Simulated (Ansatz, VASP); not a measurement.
## P (black phosphorene 3 layers, AA): VASP beside Ansatz

One calculation is typed for both programs; each brings its own data sets. How far apart do they land? The structure shown is the start of the Ansatz relaxation below; VASP solves that cell, so the two are compared at the walk's first step.

Calculated with Ansatz 0.2.0; plane waves, with VASP 6.6.1 beside it; single point at PBE with D3(BJ).

### 1. Starting point

The cell holds 12 atoms: 12 P. Its edges and angles: a = 4.620 Å, b = 3.300 Å, c = 57.220 Å, α = 90.0°, β = 90.0°, γ = 90.0°. Vacuum lies along c.

### 2. Ansatz: relaxation, PBE with D3(BJ)

Ansatz runs on its default PAW (the set named soft_2) files.

The two programs are compared at the cell with which this relaxation starts, whose forces are those of its first step.

input.yaml

```yaml
crystal:
  lattice:
    - [4.62, 0.0, 0.0]
    - [0.0, 3.3, 0.0]
    - [0.0, 0.0, 57.220000002]
  atoms:
    - { symbol: P, position: [0.09, 0.0, 0.385354771] }
    - { symbol: P, position: [0.41, 0.5, 0.3871024117] }
    - { symbol: P, position: [0.91, 0.0, 0.4245019224] }
    - { symbol: P, position: [0.59, 0.5, 0.4227542817] }
    - { symbol: P, position: [0.09, 0.0, 0.4804264243] }
    - { symbol: P, position: [0.41, 0.5, 0.482174065] }
    - { symbol: P, position: [0.91, 0.0, 0.5195735757] }
    - { symbol: P, position: [0.59, 0.5, 0.517825935] }
    - { symbol: P, position: [0.09, 0.0, 0.5754980776] }
    - { symbol: P, position: [0.41, 0.5, 0.5772457183] }
    - { symbol: P, position: [0.91, 0.0, 0.614645229] }
    - { symbol: P, position: [0.59, 0.5, 0.6128975883] }
  periodic: [true, true, false]
kpoints:
  mp_grid: { grid: [8, 10, 1] }
hamiltonian:
  xc: pbe
  dispersion: d3bj
scf:
  occupations: { method: fermi_dirac, width: 0.05 }
  convergence: { dr2_threshold: 1.0e-09 }
relax:
  f_tol: 0.004
  max_steps: 90
  cell: {}
output:
  write_potential: true
  write_density: true
  volumetric_format: npy
```

Run with:

```
ansatz run input.yaml --threads 4 --pin off --max-ram 8192MiB --backend cpu --events-out ev --progress --plain --runs-dir out
```

Numbers of over 12 decimals in the logs are rounded to 6 here.

Output:

```text
Warning: relax.cell: scf.convergence.dr2_threshold = 1e-9 eV is looser than the 2.24494438384e-10 eV advised for a relaxation that steers and ends on the stress (1e-10 eV for each atom of the cell: 12, times the square of relax.cell.stress_2d_tol = 0.05 N/m over 23.1 Å (the atoms' height at the walk's start and 5 Å past either face), 2.163e-2 GPa, over a crystal's default 0.05). What an SCF threshold leaves in a stress goes as its square root, and in the free energy as the threshold itself, and one threshold admits the most on a small cell: [figures from the program's tests cut] Set scf.convergence.dr2_threshold to 2.24494438384e-10 eV or tighter. [rest of the remark cut]
Engine: ansatz 0.2.0, aarch64-unknown-linux-gnu
Pseudopotentials: kind: paw
Pseudopotential: P, paw, valence charge 5, recommended cutoff 420 eV (normal), P.paw.azcp
Functional definition: PBE
  parameter kappa = 0.804
  parameter beta = 0.066725
  exchange = pbe_x(kappa = kappa, mu = beta*pi^2/3)
  correlation = pbe_c(beta = beta)
Crystal: 12 atoms, lattice volume = 872.376 Å³
Basis set: ecut = 420 eV, 17251 PW (Γ), exchange–correlation on 64×48×768 points (8 copies of the dense FFT grid, shifted against one another)
Bands: 42, of which v1, the nominal top of the filled ones, is band 30 counted from 1 (29 counted from 0)
Symmetry: 4 space group operations
Space group: P2/m (ITA 10), of the structure as read, at distance tolerance 9.6e-5 Å
k-points: 30 of 80
Non-local potential: P, projectors of the file, l = 0: 2, l = 1: 2, l = 2: 2
PAW form: soft (Blöchl's): semilocal exchange-correlation on the pseudo side does not see the compensation charge
PAW one-centre angular grid: P, 110 points (default); XC on 64 Gauss nodes
Initial density: superposition of atomic densities (neutral atoms: chi_scale 0, normalization atom), corrected by the library's trained network
Initial wavefunctions: pseudopotential atomic-orbital guess
Functional: x = pbe(κ = 0.804, μ = 0.219515), c = pbe(β = 0.066725)
SCF iter   1: F=—  HF=-9071.176574 eV  |F-HF|=—  |Δ(HF+E_count)|=         —  Δρ=1.49e-3  dr2=1.92e-1  ethr=1.77e-3  ⟨swp⟩=14.1  Hψ=9706  notcnv=0  defer=4
preconditioner: auto → LDOS  [metal: Δε(μ)=0.014 eV  Ē_g=8.742 eV  σ=0.050 eV  W_gap=0.07  n_scr=68 (ndim 8)  ℏωp=9.7 eV  f_vac=0.697  D(μ)=0.89/eV (n_scr^D=6)  β→1.0]
SCF iter   2: F=—  HF=-9071.230891 eV  |F-HF|=—  |Δ(HF+E_count)|=   5.43e-2  Δρ=2.57e-3  dr2=6.28e-1  ethr=3.21e-4  ⟨swp⟩=5.0  Hψ=3415  notcnv=0  defer=86  recentre
SCF iter   3: F=—  HF=-9071.157680 eV  |F-HF|=—  |Δ(HF+E_count)|=   7.32e-2  Δρ=4.93e-4  dr2=2.18e-2  ethr=3.21e-4  ⟨swp⟩=4.2  Hψ=2561  notcnv=0  defer=83
SCF iter   4: F=—  HF=-9071.155262 eV  |F-HF|=—  |Δ(HF+E_count)|=   2.42e-3  Δρ=1.07e-4  dr2=2.18e-4  ethr=3.63e-5  ⟨swp⟩=2.8  Hψ=2165  notcnv=0  defer=81
SCF iter   5: F=—  HF=-9071.155350 eV  |F-HF|=—  |Δ(HF+E_count)|=   8.78e-5  Δρ=3.89e-5  dr2=3.02e-5  ethr=3.64e-7  ⟨swp⟩=3.3  Hψ=2881  notcnv=0  defer=79
SCF iter   6: F=—  HF=-9071.155330 eV  |F-HF|=—  |Δ(HF+E_count)|=   1.99e-5  Δρ=1.55e-5  dr2=2.85e-6  ethr=5.03e-8  ⟨swp⟩=2.3  Hψ=1976  notcnv=0  defer=79
SCF iter   7: F=—  HF=-9071.155500 eV  |F-HF|=—  |Δ(HF+E_count)|=   1.70e-4  Δρ=3.78e-6  dr2=3.77e-7  ethr=4.75e-9  ⟨swp⟩=3.3  Hψ=2723  notcnv=0  defer=79
SCF iter   8: F=—  HF=-9071.155501 eV  |F-HF|=—  |Δ(HF+E_count)|=   1.43e-7  Δρ=1.24e-6  dr2=1.45e-8  ethr=6.29e-10  ⟨swp⟩=2.9  Hψ=2266  notcnv=0  defer=79
SCF iter   9: F=—  HF=-9071.155501 eV  |F-HF|=—  |Δ(HF+E_count)|=   3.82e-8  Δρ=4.03e-7  dr2=1.93e-9  ethr=2.42e-11  ⟨swp⟩=3.0  Hψ=2639  notcnv=0  defer=79
SCF iter  10: F=-9071.155501 eV  HF=-9071.155501 eV  |F-HF|=1.21e-9  |Δ(HF+E_count)|=   7.41e-9  Δρ=1.18e-7  dr2=3.02e-10  ethr=1.67e-12  ⟨swp⟩=11.3  Hψ=9763  notcnv=0
SCF 1 converged in 10 iterations: F = -9071.155501 eV  dr2 = 3.02e-10
  greatest PAW one-centre occupation: 0.816 electrons in one spin orbital (limit 2), on the P atom at site 6 (counted from 0), in its partial waves of l = 0
relax step   1: F+E_penalty+E_count = -9071.15550066 eV  Δ(F+E_penalty+E_count) = +0.000e0 eV  max|allowed force component| = 1.035e0 eV/Å  Δτ_max = 0.0000 Å  P = -4.201 N/m  Ω = 872.376 Å³  fix = [c, alpha, beta]  reactions: c +0.000 N/m; beta +0.000 N/m/rad  (10 SCF iters, accepted)
[...]
relax step  15: F+E_penalty+E_count = -9071.98542227 eV  Δ(F+E_penalty+E_count) = -1.077e-4 eV  max|allowed force component| = 3.477e-3 eV/Å  Δτ_max = 0.0189 Å  P = -0.006 N/m  Ω = 711.755 Å³  energy of the carried Pulay correction = +6.158e-3 eV  fix = [c, alpha, beta]  reactions: c +0.000 N/m; beta -0.000 N/m/rad  (7 SCF iters, accepted)
[...]
relax step  16: F+E_penalty+E_count = -9071.98396061 eV  Δ(F+E_penalty+E_count) = +1.462e-3 eV  max|allowed force component| = 3.533e-3 eV/Å  Δτ_max = 0.0000 Å  P = -0.012 N/m  Ω = 711.755 Å³  fix = [c, alpha, beta]  reactions: c +0.000 N/m; beta -0.000 N/m/rad  stress off target by 3.05e-2 N/m on what of the cell is left free  SCF on the basis re-selected at this cell (its energy is not comparable with the rows above)  (5 SCF iters)
basis re-selected at this cell: Δ(F+E_penalty+E_count) = +1.462e-3 eV, ΔP = -0.006 N/m vs the last step (what re-selecting the basis moved, of the pressure what is left beyond the Pulay correction that the steps carried, after the strain that the cell walked since its last selection, with what the two solves' SCF thresholds leave and, on support functions, any second-order correction that the steps lacked; it is no measure of the basis error at this ecutwfc). The dense FFT grid was sized anew with the basis: this SCF ran on 25×24×384 points, the steps before it on 32×24×384, so part of this shift can come from that change (see relax.cell in the input reference). [rest of the remark cut]
SCF converged after 5 iterations
Free energy (F): -9071.983961 eV
Harris-Foulkes:  -9071.983961 eV  (|F-HF|=2.31e-10)
Internal energy: -9071.970853 eV  (E = F + TS)
E sigma→0 (E₀):  -9071.977407 eV
Entropy (-TS):   -0.013107 eV (-1.092 meV/atom)
Fermi energy:    -4.280811 eV
--- Per-component energies (eV) ---
  E_band       = -681.827332
  E_kinetic    = 852.515494
  E_local      = -247869.914358  (includes V_loc(G=0)·N_el)
  E_nonlocal   = 404.517543
  E_hartree    = 123378.191890
  E_xc         = -742.051154
  E_vxc        = -735.421214  (∫ρ·V_xc dr)
  E_paw        = -6831.415301  (= ΣΔE_a)
  E_vpaw       = -89.908763  (= ΣTr[D̂ρ^β])
  E_aug_tail   = 0.000039  (compensation charges beyond the density's cutoff)
  E_ewald      = 121740.992118
  E_disp       = -4.807123  (pairwise vdW)
  E_smearing   = -0.013107  (= −TS)
  E_closure    = -0.000000  (closes the sum)
  Σ components = -9071.983961   (vs F -9071.983961, Δ=0.00e0)
--- Forces (eV/Å), atoms counted from 1 ---
  atom   1  P     -0.00353251    -0.00000000    -0.00107054
  atom   2  P      0.00129666     0.00000000    -0.00019817
  atom   3  P     -0.00070555     0.00000000     0.00157730
  atom   4  P      0.00303587    -0.00000000     0.00029915
  atom   5  P      0.00053886    -0.00000000    -0.00152837
  atom   6  P     -0.00091856     0.00000000    -0.00110508
  atom   7  P     -0.00053886     0.00000000     0.00152837
  atom   8  P      0.00091856    -0.00000000     0.00110508
  atom   9  P      0.00070555    -0.00000000    -0.00157730
  atom  10  P     -0.00303587     0.00000000    -0.00029915
  atom  11  P      0.00353251     0.00000000     0.00107054
  atom  12  P     -0.00129666    -0.00000000     0.00019817
  max |Σ_I F_I| component: 2.17e-19 eV/Å
--- 2D stress c σ (N/m, compression-positive) ---
       -0.030497      -0.000000       0.000000
       -0.000000       0.007063       0.000000
        0.000000       0.000000      -0.000000
  P = ½ c Tr σ = -0.0117 N/m
--- Band table (eV; the first three rows and the last of 30) ---
  k-point 0: bands = [... 26 lower, -7.0795, -6.0180, -5.7146, -4.1197, -4.1183, -4.1055, -3.8139, -3.5216, ... 8 higher]
  k-point 1: bands = [... 26 lower, -6.3886, -5.9116, -5.8124, -4.2796, -4.0039, -3.3779, -3.1225, -2.9386, ... 8 higher]
  k-point 2: bands = [... 26 lower, -5.9822, -5.9644, -5.5957, -4.7827, -3.7128, -3.1601, -2.3098, -2.2097, ... 8 higher]
  k-point 29: bands = [... 26 lower, -7.3553, -7.3539, -5.5661, -5.5654, -3.4699, -3.4686, -2.8989, -2.8988, ... 8 higher]
  the weakly bound empty levels are not read free of the cell's end (no_gap_told)
--- Relaxed structure (15 steps of the walk, 13 accepted, 1 SCFs on fresh bases) ---
  F+E_penalty+E_count = -9071.98396061 eV   max|allowed force component| = 3.533e-3 eV/Å   (the final SCF, on the basis selected at the relaxed cell)
  cell:  # Å, volume = 711.7550 Å³
    - [3.667401, 0.0, 0]
    - [0.0, 3.391753, 0.0]
    - [0, 0.0, 57.220000002]
  atoms:
    - { symbol: P, position: [0.052792, 0.0, 0.394131] }
    - { symbol: P, position: [0.447527, 0.500000, 0.394132] }
    - { symbol: P, position: [0.956669, 0.0, 0.434306] }
    - { symbol: P, position: [0.543313, 0.500000, 0.434308] }
    - { symbol: P, position: [0.044875, 0.0, 0.479148] }
    - { symbol: P, position: [0.455153, 0.500000, 0.479148] }
    - { symbol: P, position: [0.955125, 0.0, 0.520852] }
    - { symbol: P, position: [0.544847, 0.500000, 0.520852] }
    - { symbol: P, position: [0.043331, 0.0, 0.565694] }
    - { symbol: P, position: [0.456687, 0.500000, 0.565692] }
    - { symbol: P, position: [0.947208, 0.0, 0.605869] }
    - { symbol: P, position: [0.552473, 0.500000, 0.605868] }
```

(Continued in part 2 of 2.)

[Lines on the potential files, build, host, timing and source positions are cut from VASP's logs without a mark.]

[Logs are printed without paths, hosts, clocks, repeated set-up lines and the standing remarks that a program may print on its own settings, such as how far it seeks lower states.]

[Hosts, paths, dates, database ids (printed as entryN), source tags and the programs' standing remarks are cut or masked in the printed files.]
